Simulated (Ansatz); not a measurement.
Here is an Ansatz 0.2.0 calculation.

File input.yaml:

```yaml
crystal:
  lattice:
    - [1.397149, -2.600516, 0.0]
    - [1.397149, 2.600516, 0.0]
    - [0.0, 0.0, 2.698231]
  atoms:
    - { symbol: Ge, position: [0.5, 0.5, 0.0] }
hamiltonian:
  xc: lda
  pseudopotentials: { kind: paw }
kpoints:
  mp_grid: { grid: [11, 11, 10] }
  band_path:
    path:
      - [[0.0, 0.0, 0.0], [0.3221616403, 0.3221616403, 0.0], [0.0, 0.5, 0.0], [0.0, 0.5, 0.5], [0.3221616403, 0.3221616403, 0.5], [0.0, 0.0, 0.5], [0.0, 0.0, 0.0], [-0.5, 0.5, 0.0], [-0.3221616403, 0.6778383597, 0.0], [-0.3221616403, 0.6778383597, 0.5], [-0.5, 0.5, 0.5], [-0.5, 0.5, 0.0]]
      - [[0.0, 0.0, 0.5], [-0.5, 0.5, 0.5]]
    npoints: 14
scf:
  occupations: { method: fermi_dirac, width: 0.05 }
  n_extra_bands: 6
output:
  forces: true
  stress: true
  eigenvalues: true
  fatbands: true
```

Potentials or basis: Ansatz PAW.

Run with:

```bash
$ ansatz run input.yaml --threads 2 --pin off --max-ram 5632MiB --backend cpu --events-out ev --progress --plain --runs-dir out
```

Q: Predict the pressure.

A: -5.6 GPa.

Q: Estimate the band gap on the k mesh.

A: None (metal or under the smearing width).

Levels at the corners of the path, in eV from the Fermi level:
```tsv
point	band 3	band 4	band 5	band 6	band 7	band 8	band 9	band 10	band 11	band 12
Γ	-24.65	-24.55	-24.53	-12.83	6.64	7.07	8.57	10.26	12.53	14.87
X	-24.61	-24.57	-24.57	-7.07	-3.47	-2.92	10.93	16.63	17.30	18.23
S	-24.59	-24.56	-24.56	-7.83	-5.21	3.44	7.56	10.44	16.51	16.56
R	-24.63	-24.56	-24.46	-3.74	-2.18	-1.54	3.78	6.26	11.65	13.20
A	-24.63	-24.60	-24.47	-2.87	-0.97	-0.44	0.18	5.39	5.69	20.78
Z	-24.62	-24.59	-24.56	-9.10	-5.59	9.84	11.32	15.99	16.19	17.23
Γ	-24.65	-24.55	-24.53	-12.83	6.64	7.07	8.57	10.26	12.53	14.87
Y	-24.59	-24.57	-24.54	-8.68	-5.42	5.20	9.23	9.79	15.74	16.26
X1	-24.61	-24.57	-24.57	-7.07	-3.47	-2.92	10.93	16.63	17.30	18.23
A1	-24.63	-24.60	-24.47	-2.87	-0.97	-0.44	0.18	5.39	5.69	20.78
T	-24.61	-24.56	-24.48	-4.69	-2.34	-2.18	3.39	8.03	13.43	14.97
Y	-24.59	-24.57	-24.54	-8.68	-5.42	5.20	9.23	9.79	15.74	16.26
Z	-24.62	-24.59	-24.56	-9.10	-5.59	9.84	11.32	15.99	16.19	17.23
T	-24.61	-24.56	-24.48	-4.69	-2.34	-2.18	3.39	8.03	13.43	14.97
```

Caveat: the PAW data sets come from PBE, with cores solved anew for the run's functional, which leaves a small shift of forces and pressure.
